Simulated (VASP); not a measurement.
# FeCo (Wairauite) (Pm-3m) in VASP: reference runs

Reference runs on FeCo (Wairauite): the cell as given and a disturbed copy.

Everything below comes from runs of VASP 6.6.1. Logs are shortened: lines on timing, memory, paths and dates and some standing lists are left out, and cuts for length are marked.

## 1. The crystal as given

The structure is cubic, space group Pm-3m (No. 221). The conventional cell has a = 2.857 Å, b = 2.857 Å, c = 2.857 Å, α = 90.00°, β = 90.00°, γ = 90.00°. Co (site symmetry m-3m) is surrounded by 8 Fe at 2.47 Å. Around Fe (site symmetry m-3m) lie 8 Co at 2.47 Å.

## 2. Single point, PBE, collinear spin, ferromagnetic start

INCAR

```
ALGO = Normal
EDIFF = 1E-7
ENCUT = 520
GGA = PE
ISIF = 2
ISMEAR = -1
ISPIN = 2
LASPH = T
LCHARG = F
LMAXMIX = 4
LORBIT = 11
LREAL = F
LWAVE = F
MAGMOM = 2 3
NBANDS = 20
NELM = 120
PREC = Accurate
SIGMA = 0.05
```

KPOINTS

```
k-points
0
Gamma
  9 9 9
```

POSCAR

```
FeCo
1.0
    2.8570000000      0.0000000000      0.0000000000
    0.0000000000      2.8570000000      0.0000000000
    0.0000000000      0.0000000000      2.8570000000
Co Fe
1 1
Direct
    0.0000000000      0.0000000000      0.0000000000
    0.5000000000      0.5000000000      0.5000000000
```

Potentials or basis: VASP PAW PBE potentials, release 64 (Co, Fe).

Launch:

```
$ cat potpaw_PBE.64/Co/POTCAR potpaw_PBE.64/Fe/POTCAR > POTCAR
$ mpirun -np 1 vasp_std > vasp.out
```

OUTCAR:

```text
EDIFF = 1E-7
   ENCUT = 520
   GGA = PE
   ISIF = 2
   ISMEAR = -1
   ISPIN = 2
   LASPH = T
   LORBIT = 11
   LREAL = F
   NELM = 120
   PREC = Accurate

 ion  position               nearest neighbor table
   1  0.000  0.000  0.000-   2 2.47   2 2.47   2 2.47   2 2.47   2 2.47   2 2.47   2 2.47   2 2.47

   2  0.500  0.500  0.500-   1 2.47   1 2.47   1 2.47   1 2.47   1 2.47   1 2.47   1 2.47   1 2.47

  LATTYP: Found a simple cubic cell.
 ALAT       =     2.8570000000

  Lattice vectors:

 A1 = (   2.8570000000,   0.0000000000,   0.0000000000)
 A2 = (   0.0000000000,   2.8570000000,   0.0000000000)
 A3 = (   0.0000000000,   0.0000000000,   2.8570000000)

Analysis of symmetry for initial positions (statically):
=====================================================================
 Subroutine PRICEL returns:
 Original cell was already a primitive cell.

 Routine SETGRP: Setting up the symmetry group for a
 simple cubic supercell.

 Subroutine GETGRP returns: Found 48 space group operations
 (whereof 48 operations were pure point group operations)
 out of a pool of 48 trial point group operations.

The static configuration has the point symmetry O_h .

Analysis of symmetry for dynamics (positions and initial velocities):
=====================================================================
 Subroutine PRICEL returns:
 Original cell was already a primitive cell.

 Routine SETGRP: Setting up the symmetry group for a
 simple cubic supercell.

 Subroutine GETGRP returns: Found 48 space group operations
 (whereof 48 operations were pure point group operations)
 out of a pool of 48 trial point group operations.

The dynamic configuration has the point symmetry O_h .

Analysis of structural, dynamic, and magnetic symmetry:
=====================================================================
 Subroutine PRICEL returns:
 Original cell was already a primitive cell.

 Routine SETGRP: Setting up the symmetry group for a
 simple cubic supercell.

 Subroutine GETGRP returns: Found 48 space group operations
 (whereof 48 operations were pure point group operations)
 out of a pool of 48 trial point group operations.

The overall configuration has the point symmetry O_h .

 Subroutine INISYM returns: Found 48 space group operations
 (whereof 48 operations are pure point group operations),
 and found     1 'primitive' translations

----------------------------------------------------------------------------------------

[... 114 lines left out ...]
  Fermi-wavevector in a.u.,A,eV,Ry     =   1.473378  2.784281 29.536115  2.170843
  Thomas-Fermi vector in A             =   2.588279
   LORBIT       =     11    0 simple, 1 ext, 2 COOP (PROOUT), +10 PAW based schemes
   GGA     = PE    functional components
   LHFCALC =     F    Hartree Fock is set to
   AEXX    =    0.0000 exact exchange contribution
   IVDW    =     0    specifies the selected vdW correction
   LEPSILON=     F    determine dielectric tensor
   LRPA    =     F    only Hartree local field effects (RPA)
 spin polarized calculation
  energy-cutoff  :      520.00
  volume of cell :       23.32
 maximum number of plane-waves:       647
 NGX is ok and might be reduce to    24
   NGX = 11   NGY = 11   NGZ = 11

 number of electron      16.9999996 magnetization       4.5042206

 Free energy of the ion-electron system (eV)
  ---------------------------------------------------
  ext. energy  EPLUGINS =         0.00000000
  ---------------------------------------------------
  free energy    TOTEN  =       -15.40358978 eV

  energy without entropy =      -15.39017285  energy(sigma->0) =      -15.39688132

 E-fermi :   7.9666     XC(G=0): -12.9736

 val. band max:        7.9480359369   @ k =   0.4444   0.1111   0.1111
 cond. band min:       7.9741104539   @ k =   0.4444   0.2222   0.0000
 fundamental gap:      0.0260745170
 Fermi energy:         7.9665669902

 spin component 1

 k-point     1 :       0.0000    0.0000    0.0000
  band No.  band energies     occupation
      1      -0.9962      1.00000
      2       2.6156      1.00000
      3       2.6156      1.00000
      4       4.8643      1.00000
      5       4.8643      1.00000
      6       4.8643      1.00000
[... 541 lines left out ...]
     19      31.6591      0.00000
     20      31.9414      0.00000

 [... further k-points ...]

 spin component 2

 k-point     1 :       0.0000    0.0000    0.0000
  band No.  band energies     occupation
      1      -0.8609      1.00000
      2       4.5040      1.00000
      3       4.5040      1.00000
      4       6.7898      1.00000
      5       6.7898      1.00000
      6       6.7898      1.00000
[... 541 lines left out ...]
     19      32.0402      0.00000
     20      32.3078      0.00000

 [... further k-points ...]

------------------------ aborting loop because EDIFF is reached ----------------------------------------

  FORCE on cell =-STRESS in cart. coord.  units (eV):
  Direction    XX          YY          ZZ          XY          YZ          ZX
  --------------------------------------------------------------------------------------
  -------------------------------------------------------------------------------------
  Total       -0.4462929     -0.4462929     -0.4462929     -0.0000000      0.0000000      0.0000000
  in kB      -30.6619534    -30.6619534    -30.6619534     -0.0000000      0.0000000      0.0000000
  external PRESSURE =     -30.6619534 kB  Pullay stress =       0.0000000 kB

 VOLUME and BASIS-vectors are now :
 -----------------------------------------------------------------------------
  energy-cutoff  :      520.00
  volume of cell :       23.32
      direct lattice vectors                 reciprocal lattice vectors
     2.857000000  0.000000000  0.000000000     0.350017501  0.000000000  0.000000000
     0.000000000  2.857000000  0.000000000     0.000000000  0.350017501  0.000000000
     0.000000000  0.000000000  2.857000000     0.000000000  0.000000000  0.350017501

 POSITION                                       TOTAL-FORCE (eV/Angst)
 -----------------------------------------------------------------------------------
      0.00000      0.00000      0.00000         0.000000      0.000000      0.000000
      1.42850      1.42850      1.42850         0.000000      0.000000      0.000000
 -----------------------------------------------------------------------------------
    total drift:                                0.000000      0.000000     -0.000000

  FREE ENERGIE OF THE ION-ELECTRON SYSTEM (eV)
  ---------------------------------------------------
  free  energy   TOTEN  =       -15.4035897828 eV

  energy  without entropy=      -15.3901728543  energy(sigma->0) =      -15.39688132

 total charge

# of ion       s       p       d       tot
------------------------------------------
    1        0.477   0.498   7.237   8.212
    2        0.467   0.515   6.145   7.126
--------------------------------------------------
tot          0.944   1.013  13.382  15.338

 magnetization (x)

# of ion       s       p       d       tot
------------------------------------------
    1       -0.012  -0.056   1.826   1.757
    2       -0.000  -0.046   2.821   2.774
--------------------------------------------------
tot         -0.013  -0.102   4.646   4.532
```

It took 26 s on 1 thread of Intel Xeon Platinum 8488C (Sapphire Rapids), shared host; peak memory 0.15 GiB.

What came out:

```yaml
Free_energy: -15.4036 eV
Pressure: -3.1 GPa
Band_gap_on_the_k_mesh: none (metal or under the smearing width)
Net_moment: 4.50 μB per cell
Site_moments: Co +1.76; Fe +2.77 μB
Valence_electrons_inside_the_program's_atomic_spheres: Co 8.21; Fe 7.13
```

## 3. Single point, PBE, collinear spin, ferromagnetic start (atoms moved at random, drawn with an rms of 0.05 Å)

INCAR

```
ALGO = Normal ; EDIFF = 1E-7
ENCUT = 520 ; GGA = PE
ISIF = 2 ; ISMEAR = -1
ISPIN = 2 ; LASPH = True
LCHARG = False ; LMAXMIX = 4
LORBIT = 11 ; LREAL = False
LWAVE = False ; MAGMOM = 2 3
NBANDS = 20 ; NELM = 150
PREC = Accurate ; SIGMA = 0.05
```

KPOINTS is that of step 2.

POSCAR

```
FeCo
1.0
    2.8570000000      0.0000000000      0.0000000000
    0.0000000000      2.8570000000      0.0000000000
    0.0000000000      0.0000000000      2.8570000000
Co Fe
1 1
Direct
    0.0176420000     -0.0010790000      0.0098900000
    0.5056640000      0.4958460000      0.5046440000
```

Potentials or basis: VASP PAW PBE potentials, release 64 (Co, Fe).

Launch:

```
$ cat potpaw_PBE.64/Co/POTCAR potpaw_PBE.64/Fe/POTCAR > POTCAR
$ mpirun -np 1 vasp_std > vasp.out
```

Run time: 3.1 min. Hardware: 1 thread of Intel Xeon Platinum 8488C (Sapphire Rapids), shared host; peak memory 0.36 GiB.

The run converged. Its results:

- Free energy: -15.3995 eV
- Pressure: -3.0 GPa
- Largest force: 0.216 eV/Å
- Band gap on the k mesh: none (metal or under the smearing width)
- Net moment: 4.50 μB per cell
- Site moments: Co +1.76; Fe +2.77 μB
- Valence electrons inside the program's atomic spheres: Co 8.21; Fe 7.13

Forces in eV/Å, atoms in the order of the input:
```
Co  -0.193 -0.049 -0.084
Fe   0.193  0.049  0.084
```

Levels at points of the mesh, in eV from the Fermi level:
Spin up:
| k point | band 9 | band 10 | band 11 | band 12 | band 13 | band 14 |
| --- | --- | --- | --- | --- | --- | --- |
| (0.00, 0.00, 0.00) | -0.95 | -0.95 | -0.94 | 8.99 | 8.99 | 9.00 |
Spin down:
| k point | band 4 | band 5 | band 6 | band 7 | band 8 | band 9 |
| --- | --- | --- | --- | --- | --- | --- |
| (0.00, 0.00, 0.00) | -1.18 | -1.17 | -1.17 | 0.76 | 0.77 | 1.46 |
